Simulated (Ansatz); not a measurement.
# ZnO: the cost of one run

Program: Ansatz 0.2.0. Level of theory: DFT PBE, scalar-relativistic, plane waves, PAW. These are calculated values, not measurements.

1 further run of the same task is left out (set aside as unsound or not needed).

**1. Starting point**

The structure is cubic, space group Fm-3m (No. 225). Conventional cell: a = 4.330 Å, b = 4.330 Å, c = 4.330 Å, α = 90.00°, β = 90.00°, γ = 90.00°. Zn (site symmetry m-3m) has 6 O at 2.16 Å as nearest neighbours. O (site symmetry m-3m) is surrounded by 6 Zn at 2.16 Å.

Coordinates:

```
Zn O
1.0
     0.00000    2.16486    2.16486
     2.16486    0.00000    2.16486
     2.16486    2.16486    0.00000
Zn O
1 1
Direct
  0.00000 0.00000 0.00000
  0.50000 0.50000 0.50000
```

The cell was relaxed beforehand at this level, from a generated guess; it needn't be the stable form of this composition. At a tolerance of 0.02 Å it has space group Fm-3m (No. 225); it has 10.15 Å³/atom, an uncorrected energy of -1.27 eV/atom over the elements.

**2. Static run: bands, density of states and charges**

input.yaml

```yaml
crystal:
  lattice:
    - [0.0, 2.1648613428, 2.1648613428]
    - [2.1648613428, 0.0, 2.1648613428]
    - [2.1648613428, 2.1648613428, 0.0]
  atoms:
    - { symbol: Zn, position: [0.0, 0.0, 0.0] }
    - { symbol: O, position: [0.5, 0.5, 0.5] }
basis:
  ecutwfc: 420
kpoints:
  mp_grid: { grid: [12, 12, 12] }
  band_path:
    path:
      - [[0.0, 0.0, 0.0], [0.5, 0.0, 0.5], [0.625, 0.25, 0.625]]
      - [[0.375, 0.375, 0.75], [0.0, 0.0, 0.0], [0.5, 0.5, 0.5], [0.5, 0.25, 0.75], [0.5, 0.0, 0.5]]
    npoints: 14
hamiltonian:
  xc: pbe
scf:
  occupations: { method: gaussian, width: 0.02 }
  n_extra_bands: 6
output:
  forces: true
  stress: true
  eigenvalues: true
  populations: true
  dos: { projected: true, de: 0.02, nscf_kmesh: { grid: [18, 18, 18] } }
  bader: true
  write_density: true
  write_potential: true
  elf: true
  volumetric_format: npy
```

On the command line:

```
$ ansatz run input.yaml --threads 1 --pin off --max-ram 2560MiB --backend cpu --events-out ev --progress --plain --runs-dir out
```

Q: Estimate wall time and peak memory on 1 thread of Arm Neoverse V2, shared host.

About 13 s, with a peak of 0.29 GiB.
